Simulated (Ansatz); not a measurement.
The system is Cu.

```
Cu
1.0
     0.00000    1.80750    1.80750
     1.80750    0.00000    1.80750
     1.80750    1.80750    0.00000
Cu
1
Direct
  0.00000 0.00000 0.00000
```

Program: Ansatz 0.2.0. Alike in all runs: potentials or basis Ansatz PAW; no spin polarisation; cell as given.

**Question.** Order these runs on this cell by their pressure, lowest first.
A. level LDA; k mesh 13 × 13 × 13; cutoff (eV) 420; smearing fermi-dirac 0.05 eV; points for each segment of the path 14; mesh quality not flagged
B. level r2SCAN; k mesh 13 × 13 × 13; cutoff (eV) 500; smearing fermi-dirac 0.05 eV; points for each segment of the path 14; mesh quality not flagged
C. level BLYP; k mesh 13 × 13 × 13; cutoff (eV) 420; smearing fermi-dirac 0.05 eV; points for each segment of the path 14; mesh quality not flagged
D. level revPBE0; k mesh 7 × 7 × 7; cutoff (eV) 420; smearing fermi-dirac 0.05 eV; mesh quality coarse
E. level PBE; k mesh 13 × 13 × 13; cutoff (eV) 420; smearing gaussian 0.011 eV; mesh quality not flagged

**Answer.** A (-12.7 GPa), B (-4.9 GPa), E (1.7 GPa), D (4.1 GPa), C (9.8 GPa).

Caveats: some runs use coarse meshes; the PAW data sets come from PBE, with cores solved anew for the run's functional, which leaves a small shift of forces and pressure (some runs); the potentials were made for another functional, which shifts forces and pressure (some runs).

Not every run made on this cell is shown here.
